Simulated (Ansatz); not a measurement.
The system is AlN.

```
CELL_PARAMETERS angstrom
3.11300 0.00000 0.00000
-1.55650 2.69594 0.00000
0.00000 0.00000 4.98100
ATOMIC_POSITIONS crystal
Al 0.66667 0.33333 0.50000
Al 0.33333 0.66667 0.00000
N 0.66667 0.33333 0.88000
N 0.33333 0.66667 0.38000
```

Program: Ansatz 0.2.0. Alike in all runs: potentials or basis Ansatz PAW; no spin polarisation; cell as given; smearing fermi-dirac 0.05 eV.

Question: Order these runs on this cell by their band gap on the k mesh, lowest first.
A. level PBE; k mesh 10 × 10 × 6; cutoff (eV) 500; mesh quality not flagged
B. level rPW86-PBE; k mesh 10 × 10 × 6; cutoff (eV) 420; points for each segment of the path 14; mesh quality not flagged
C. level r2SCAN; k mesh 10 × 10 × 6; cutoff (eV) 500; points for each segment of the path 14; mesh quality not flagged
D. level HF; k mesh 6 × 6 × 3; cutoff (eV) 420; points for each segment of the path 4; mesh quality coarse

Answer: A (4.21 eV), B (4.38 eV), C (4.86 eV), D (13.54 eV).

Caveats: some runs use coarse meshes.

A k mesh can miss the band edges.
